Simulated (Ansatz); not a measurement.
**WSe2 (P6_3/mmc), ideal shear of a crystal plane**

All numbers below come from DFT PBEsol, scalar-relativistic, plane waves, PAW in Ansatz 0.2.0. Cutoff 420 eV, Γ-centred 9×9×2 k-points, Gaussian smearing of 0.05 eV. Spin–orbit coupling is left out, which matters for the heavy elements here. No spin polarisation. Energies are free energies at this smearing, counted from the undisturbed cell; pressure is positive in compression.

The undisturbed cell (relaxed at this level):

```
W Se
1.0
    -3.27115    0.00000    0.00000
    -1.63558   -2.83290    0.00000
     0.00000    0.00000   13.22067
W Se
2 4
Direct
  0.33333 0.33333 0.56330
  0.66667 0.66667 0.06330
  0.33333 0.33333 0.93669
  0.66667 0.66667 0.43669
  0.33333 0.33333 0.18991
  0.66667 0.66667 0.68991
```

The cell holds layers and no dispersion correction was added, so their binding is poorly described.

The cut lies on the cell's a–b face, a (0 0 1) plane (indices in the standard cell, whose axes needn't be the Cartesian ones shown) of area 9.27 Å², between layers 1.67 Å apart. Vector c is tilted by f times 1·a + 1·b (length 5.666 Å) with the atoms' Cartesian places fixed: one unrelaxed fault a cell. The traction is dγ/du, the slope of γ against the slip u in Å.

```
     f  γ (mJ/m²) traction (GPa)
0.0000          0             0.0
0.0833       1345            47.7
0.1667       3241            11.7
0.2500       2266           -32.9
0.3333       1338            -0.1
0.4167       2944            76.0
0.5000       8635           155.2
0.5833      16924           174.7
0.6667      21777            -0.1
0.7500      16896          -175.9
0.8333       8432          -163.8
0.9167       2053           -91.9
```

Q: Read off the first barrier and the stress needed to climb it, and compare with Frenkel's sinusoid.

A: The traction changes sign between f = 0.167 and 0.250, so by linear interpolation the first maximum lies at f = 0.189, a slip of 1.07 Å, with γ ≈ 3241 mJ/m², which stands in for the unstable fault energy γ_us, and the steepest sampled slope before it is 47.7 GPa. A sinusoid γ = γ_us sin²(πu/λ) with its maximum there has λ = 2.14 Å and a largest slope πγ_us/λ = 47.7 GPa (1 mJ/m² per Å = 0.01 GPa).

Q: Is there a metastable fault on this line?

A: The samples dip to a local minimum of 1338 mJ/m² at f = 0.333. If it survives relaxation and slip across the line, it is a planar fault that lets a dislocation split into partials, more widely the lower its energy (an antiphase boundary, where the slip puts unlike atoms in each other's places).

The cut is rigid; relaxing the faces lowers these energies and usually the stresses.

The gap closes along the scan, which can put kinks into the curve.

Cost: 12 runs of about 6.8 core-minutes in all, on AMD EPYC 7R43 (Zen 3) (shared hosts).